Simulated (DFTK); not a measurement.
Crystal: Al.

```
Al
1.0
    -1.59122    1.59122    1.59122
     1.59122   -1.59122    1.59122
     1.59122    1.59122   -1.59122
Al
1
Direct
  0.00000 0.00000 0.00000
```

This isn't the form of Al at room conditions, which is fcc.

```yaml
Program: DFTK 0.8.2
Task: single point
Functional: PBE
Potentials_or_basis: dojo.nc.sr.pbe.v0_4_1.standard.upf (PBE)
Cutoff: 707 eV
k_mesh: 12 × 12 × 12
Occupations: fermi-dirac, width 0.05 eV
Spin: no spin polarisation
```

On this cell: pressure 3.6 GPa; band gap on the k mesh none (metal or under the smearing width).

The same run follows on a disturbed copy (cell strained at random at fixed volume):

```
Al
1.0
    -1.69895    1.56431    1.60080
     1.63095   -1.58291    1.55140
     1.66037    1.54432   -1.61940
Al
1
Direct
  0.99931 0.01239 0.00585
```

Question: What changes?

Answer: The energy (extrapolated to zero smearing) moves by +1.4 meV/atom; pressure 3.7 GPa; band gap on the k mesh none (metal or under the smearing width).

Stress tensor (GPa, compression positive):
```
4.82 0.47 1.42
0.47 3.11 0.59
1.42 0.59 3.14
```
